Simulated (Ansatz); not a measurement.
Fe: one input, then a changed one

The geometry is COD entry 1534888, unchecked; take it as a test cell. The listed cell was then made from it by scaling, straining or moving an atom.

First run: DFT, r2SCAN, PAW with Ansatz's default frozen-core files, scalar-relativistic (Ansatz 0.2.0).

Command: `ansatz run input.yaml --threads 1 --pin off --max-ram 3072MiB --backend cpu --events-out ev --progress --plain --runs-dir out` The run took about 67 s on 1 thread of a shared machine.

```yaml
crystal:
  lattice:
    - [0.0, 1.7595652491, 1.7595652491]
    - [1.7595652491, 0.0, 1.7595652491]
    - [1.7595652491, 1.7595652491, 0.0]
  atoms:
    - { symbol: Fe, position: [0.0, 0.0, 0.0], spin: 3.0 }
magnetization:
  spin_polarized: true
kpoints:
  mp_grid: { grid: [16, 16, 16] }
scf:
  occupations: { method: fermi_dirac, width: 0.05 }
hamiltonian:
  xc: r2scan
  pseudopotentials: { kind: paw }
output:
  forces: true
  stress: true
  efg: { contact_densities: true }
relax:
  f_tol: 0.005
  max_steps: 80
  cell: {}
```

Result: converged; relaxed volume 12.119 Å³/atom; moment 2.80 μB; 81 SCF iterations in all.

The input is then changed:

```diff
@@ -11,5 +11,6 @@
   mp_grid: { grid: [16, 16, 16] }
 scf:
-  occupations: { method: fermi_dirac, width: 0.05 }
+  occupations: { method: cold, width: 0.025 }
+  algorithm: direct_min
 hamiltonian:
   xc: r2scan
```

(1) What does the second run give?

Answers

(1) It converged; energy at zero smearing -0.1 meV/atom from the first run; relaxed volume 12.135 Å³/atom; moment 2.81 μB; 71 SCF iterations in all.
